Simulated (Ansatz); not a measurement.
TaN:

```
CELL_PARAMETERS angstrom
2.73231 0.00000 0.00000
0.00000 2.73231 0.00000
0.00000 0.00000 2.73231
ATOMIC_POSITIONS crystal
Ta 0.00000 0.00000 0.00000
N 0.50000 0.50000 0.50000
```

The cell comes from a database or a generator and needn't be the stable form of this composition.

```yaml
Program: Ansatz 0.2.0
Task: relaxation of cell and atoms
Functional: PBEsol
Dispersion: D4
Potentials_or_basis: Ansatz PAW
Cutoff: "420 eV (not typed: the program's choice for these potentials)"
k_mesh: 10 × 10 × 10
Occupations: fermi-dirac, width 0.05 eV
Spin: no spin polarisation
```

At the start: volume 10.20 Å³/atom.

Q: How do energy, volume and symmetry change on relaxing?

A: It ends after 7 steps and the volume is 9.98 Å³/atom (-2.1 %); space group Pm-3m (No. 221, to 0.05 Å).

Step by step:
```
step  energy change (eV)  largest force (eV/Å)  volume (Å³)
   1              0.0000                0.0000        20.40
   2             -0.0091                0.0000        19.74
   3             -0.0113                0.0000        19.97
   4             -0.0113                0.0000        19.96
   5             -0.0102                0.0000        19.96
   6             -0.0102                0.0000        19.96
   7             -0.0102                0.0000        19.96
```

Final structure:
```cif
data_structure
_symmetry_space_group_name_H-M 'P 1'
_symmetry_Int_Tables_number 1
_cell_length_a 2.7126
_cell_length_b 2.7126
_cell_length_c 2.7126
_cell_angle_alpha 90.000
_cell_angle_beta 90.000
_cell_angle_gamma 90.000
_cell_volume 19.96
loop_
_atom_site_label
_atom_site_type_symbol
_atom_site_fract_x
_atom_site_fract_y
_atom_site_fract_z
_atom_site_occupancy
Ta1 Ta 0.00000 0.00000 0.00000 1
N1 N 0.50000 0.50000 0.50000 1
```

Caveat: the plane-wave basis is chosen anew once the cell has moved, so the energies of steps on either side of that aren't comparable; the pressure holds a Pulay correction of +0.5 GPa for the finite cutoff; pairwise dispersion overbinds metals, which lowers pressure and volume; the PAW data sets come from PBE, with cores solved anew for the run's functional, which leaves a small shift of forces and pressure.
